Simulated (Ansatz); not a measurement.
input.yaml

```yaml
crystal:
  lattice:
    - [-0.10015039, 2.433419846, 2.561083808]
    - [2.274982176, -0.10015039, 2.561083808]
    - [2.174831786, 2.333269456, 0.0]
  atoms:
    - { symbol: Pb, position: [0.0, 0.0, 0.0] }
basis:
  ecutwfc: 420
kpoints:
  mp_grid: { grid: [14, 14, 14] }
hamiltonian:
  xc: pbesol
scf:
  occupations: { method: gaussian, width: 0.1 }
output:
  forces: true
  stress: true
  eigenvalues: true
  populations: true
```

Launched with
```bash
ansatz run input.yaml --threads 1 --pin off --max-ram 1331MiB --backend cpu --events-out ev --progress --plain --runs-dir out
```

Theory: DFT PBEsol, scalar-relativistic, plane waves, PAW (Ansatz).

Part of what the program printed, abridged (final results; tables in files aren't shown):

```
SCF 1 converged in 6 iterations: F = -11754.899600 eV  dr2 = 3.32e-9
SCF converged after 6 iterations
Free energy (F): -11754.899600 eV
Harris-Foulkes:  -11754.899600 eV  (|F-HF|=3.67e-9)
Internal energy: -11754.897102 eV  (E = F + TS)
E sigma→0 (E₀):  -11754.898351 eV
Entropy (-TS):   -0.002497 eV (-2.497 meV/atom)
Fermi energy:    11.893944 eV
--- Per-component energies (eV) ---
  E_band       = -24.852036
  E_kinetic    = 290.365408
  E_local      = -973.517148  (includes V_loc(G=0)·N_el)
  E_nonlocal   = 351.688954
  E_hartree    = 387.907096
  E_xc         = -219.642967
  E_vxc        = -133.587114  (∫ρ·V_xc dr)
  E_paw        = -10255.780959  (= ΣΔE_a)
  E_vpaw       = -335.618614  (= ΣTr[D̂ρ^β])
  E_aug_tail   = 0.000045  (compensation charges beyond the density's cutoff)
  E_ewald      = -1335.979648
  E_core_change = 0.062117  (= ΣΔE_core)
  E_smearing   = -0.002497  (= −TS)
--- Forces (eV/Å), atoms counted from 1 ---
  atom   1  Pb     0.00000000     0.00000000     0.00000000
--- Stress (GPa, compression-positive) ---
        4.148895       3.144341       0.000000
        3.144341       4.523318       0.000000
        0.000000       0.000000       2.184215
  P = ⅓ Tr σ = 3.6188 GPa (36.188 kbar)
--- Band table (eV; the first three rows and the last of 744) ---
  k-point 0: bands = ["-5.3783", "-5.2461", "-5.1174", "-5.1083", "-4.9882", "-0.4287", "18.6796", "19.4212", "20.9864", "22.2799", "23.1551"]
  k-point 1: bands = ["-5.3559", "-5.2371", "-5.1218", "-5.1098", "-4.9950", "-0.3158", "18.6052", "19.0499", "19.9647", "21.8405", "23.4220"]
  k-point 2: bands = ["-5.2982", "-5.2159", "-5.1341", "-5.1084", "-5.0114", "0.0254", "17.0327", "18.4604", "19.1426", "21.3200", "23.5404"]
  k-point 743: bands = ["-5.5285", "-5.3159", "-4.8981", "-4.8903", "-4.8357", "4.4596", "7.8168", "13.6388", "15.9479", "17.6035", "20.1884"]
--- Löwdin populations: 1 site ---
  site symbol q [e]
     0     Pb     13.9556
  spilling = 0.003174 (of n_electrons = 14.000000)
```

The calculation finished and met its thresholds.

Spin–orbit coupling is left out, which can shift energies with elements as heavy as these.